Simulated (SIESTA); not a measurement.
Runs of SIESTA 5.4.2 on HfB2. The structure is hexagonal, space group P6/mmm (No. 191). The conventional cell has a = 3.140 Å, b = 3.140 Å, c = 3.480 Å, α = 90.00°, β = 90.00°, γ = 120.00°. Hf (site symmetry 6/mmm) is surrounded by 12 B at 2.51 Å. B (site symmetry -6m2) has 3 B at 1.81 Å as nearest neighbours. 

```csv
potentials or basis,gap on the mesh (eV),pressure (GPa)
"PseudoDojo 0.4 standard (PBE files), DZ (energy shift 0.003 Ry; two zetas on semicore shells)",none,(a)
"PseudoDojo 0.4 standard (PBE files), SZP (energy shift 0.003 Ry)",none,6.6
"PseudoDojo 0.4 standard (PBE files), DZP (energy shift 0.003 Ry; two zetas on semicore shells)",none,(b)
"PseudoDojo 0.4 standard (PBE files), SZ (energy shift 0.003 Ry)",none,10.7
"PseudoDojo 0.4 standard (PBE files), TZDP (energy shift 0.003 Ry; two zetas on semicore shells)",none,2.8
```

Alike in all rows: task single point; level PBE; no spin polarisation; cell as given; k mesh 7 × 7 × 6; smearing fermi-dirac 0.05 eV; grid cutoff 800 Ry; energy shift 0.003 Ry.

Question: Estimate the missing entries.

Answer: (a) 3.6; (b) 2.6.

Caveats: short orbitals over semicore shells can move pressures by several GPa; the basis of atomic orbitals isn't converged, which shifts pressures, moduli and gaps; the basis has no polarisation orbitals (some runs).

A k mesh can miss the band edges, and the runs leave out spin-orbit coupling on Hf.

A gap of «none» marks a metal or a gap under the smearing width.
